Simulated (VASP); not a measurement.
Set up this calculation in VASP 6.6.1, as the native input.

```
Task                   : single point
Functional             : PBE
Potentials or basis    : VASP PAW PBE potentials, release 64 (Os)
Cutoff                 : 520 eV
k mesh                 : 11 × 11 × 6
Occupations            : gaussian, width 0.019 eV
Spin                   : no spin polarisation
Further INCAR settings : ALGO = Normal; EDIFF = 1e-07
```

The structure of Os lies in POSCAR:

```
Os
1.0
    2.7341000000      0.0000000000      0.0000000000
   -1.3670500000      2.3678000565      0.0000000000
    0.0000000000      0.0000000000      4.3197000000
Os
2
Direct
    0.6666666667      0.3333333333      0.7500000000
    0.3333333333      0.6666666667      0.2500000000
```

The input as run:

INCAR

```
PREC = Accurate ; ENCUT = 520
EDIFF = 1E-7 ; ISMEAR = 0
SIGMA = 0.019000000000000003 ; LREAL = False
LASPH = True ; NELM = 60
ALGO = Normal ; ISIF = 2
LWAVE = False ; LCHARG = False
GGA = PE
```

KPOINTS

```
Automatic mesh
0
Gamma
  11 11 6
```

Potentials or basis: VASP PAW PBE potentials, release 64 (Os).

The run is started by

```sh
$ cat potpaw_PBE.64/Os/POTCAR > POTCAR
$ mpirun -np 1 vasp_std > vasp.out
```

Results of the run:

| Quantity | Value |
| --- | --- |
| Pressure | 8.8 GPa |
| Band gap on the k mesh | none (metal or under the smearing width) |

It took 7.8 s on 1 thread of Intel(R) Xeon(R) 6975P-C (Granite Rapids), with other jobs on the host, peak memory 0.15 GiB.
